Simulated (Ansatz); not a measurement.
Relaxing zinc (omega (AlB2-type))

Theory: Ansatz, DFT, PBE, plane waves (420 eV) with PAW, scalar-relativistic.

k-point mesh 8×8×12, Fermi-Dirac smearing 0.1 eV, no spin polarisation. Cell and atoms relax.

Starting structure:

```yaml
crystal:
  lattice:
    - [4.4132478742, 0.0, 0.0]
    - [-2.2066239371, 3.8219847722, 0.0]
    - [0.0, 0.0, 2.7053209469]
  atoms:
    - { symbol: Zn, position: [0.0, 0.0, 0.0] }
    - { symbol: Zn, position: [0.3333333333, 0.6666666667, 0.5] }
    - { symbol: Zn, position: [0.6666666667, 0.3333333333, 0.5] }
hamiltonian:
  xc: pbe
  pseudopotentials:
    kind: paw
    azcp:
      Zn: "pseudopotentials/Zn.paw.azcp"
basis:
  ecutwfc: 420
  fft_grid_basis: typed
kpoints:
  mp_grid: { grid: [8, 8, 12], shift: [0, 0, 0] }
magnetization:
  spin_polarized: false
scf:
  occupations: { method: fermi_dirac, width: 0.1 }
relax:
  max_steps: 60
  f_tol: 0.01
  cell: {}
```

Q: What cell does the relaxation end in?

A: P6/mmm with a = 4.484 Å, c = 2.686 Å (c/a = 0.599); 15.59 Å³ per atom against 15.21 at the start (2.5 %).

Q: How much energy does the relaxation gain?

A: 2.1 meV per atom.
